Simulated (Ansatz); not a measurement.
**TiO$_{2}$ (Fm-3m): G0W0 and the choice of datasets**

```
CELL_PARAMETERS angstrom
0.00000 2.33048 2.33048
2.33048 0.00000 2.33048
2.33048 2.33048 0.00000
ATOMIC_POSITIONS crystal
Ti 0.00000 0.00000 0.00000
O 0.25000 0.25000 0.25000
O 0.75000 0.75000 0.75000
```

Held fixed (Ansatz):

```json
{"orbitals": "PBE", "k mesh": "4×4×4", "empty bands": "163", "response cutoff": "200 eV", "frequencies": "plasmon pole, fitted at 0 and 29.52i eV", "q → 0 term": "analytic weight of Carrier, Rohra and Görling", "band sums": "cut at the band count"}
```

The gap is read from k = (0, -0.5, -0.5) to Γ, linearised, between the Kohn-Sham band edges among the points solved. The direct gap is read between the top filled and lowest empty Kohn-Sham band at Γ. ε∞ is the electronic dielectric constant on this mesh.

(1) Taking all-electron, 3300 eV as the reference, which of the others (hard PAW, 700 eV; hand-made PAW, accurate, 910 eV; hand-made PAW, 930 eV; JTH PAW, 700 eV; soft PAW (1st gen.), 420 eV; norm-conserving, 1240 eV) gives the gap farthest from it?

Results:

(1) Farthest from all-electron, 3300 eV in the G0W0 gap: JTH PAW, 700 eV (+0.26 eV). The nearest differs by 0.001 eV.

```json
{"datasets, wave cutoff": "all-electron, 3300 eV", "KS gap (eV)": "1.20", "G0W0 gap (eV)": "2.38", "direct at Γ (eV)": "3.43", "ε∞": "9.7"}
{"datasets, wave cutoff": "hard PAW, 700 eV", "KS gap (eV)": "1.20", "G0W0 gap (eV)": "2.38", "direct at Γ (eV)": "3.44", "ε∞": "9.7"}
{"datasets, wave cutoff": "hand-made PAW, accurate, 910 eV", "KS gap (eV)": "1.20", "G0W0 gap (eV)": "2.39", "direct at Γ (eV)": "3.45", "ε∞": "9.7"}
{"datasets, wave cutoff": "hand-made PAW, 930 eV", "KS gap (eV)": "1.20", "G0W0 gap (eV)": "2.39", "direct at Γ (eV)": "3.45", "ε∞": "9.7"}
{"datasets, wave cutoff": "JTH PAW, 700 eV", "KS gap (eV)": "1.20", "G0W0 gap (eV)": "2.63", "direct at Γ (eV)": "3.70", "ε∞": "9.7"}
{"datasets, wave cutoff": "soft PAW (1st gen.), 420 eV", "KS gap (eV)": "1.20", "G0W0 gap (eV)": "2.38", "direct at Γ (eV)": "3.45", "ε∞": "9.7"}
{"datasets, wave cutoff": "norm-conserving, 1240 eV", "KS gap (eV)": "1.21", "G0W0 gap (eV)": "2.37", "direct at Γ (eV)": "3.45", "ε∞": "9.6"}
```

The cell is a model at fixed atoms and needn't be the relaxed known crystal. Soft PAW datasets can miss an all-electron G0W0 gap by more than 5 %. With norm-conserving pseudopotentials the core–valence exchange is only approximate, which can shift gaps by tenths of an eV and RPA lattice constants by most of a per cent. Points k are given in fractions of the reciprocal vectors. The mesh is coarse, so these are values at the stated settings, not converged ones. Band sums or response are cut, so the gap isn't at its basis limit. The gap is read on the mesh, and the crystal's band edges can lie off it. Meshes this coarse can overestimate the dielectric constant by a tenth and more.
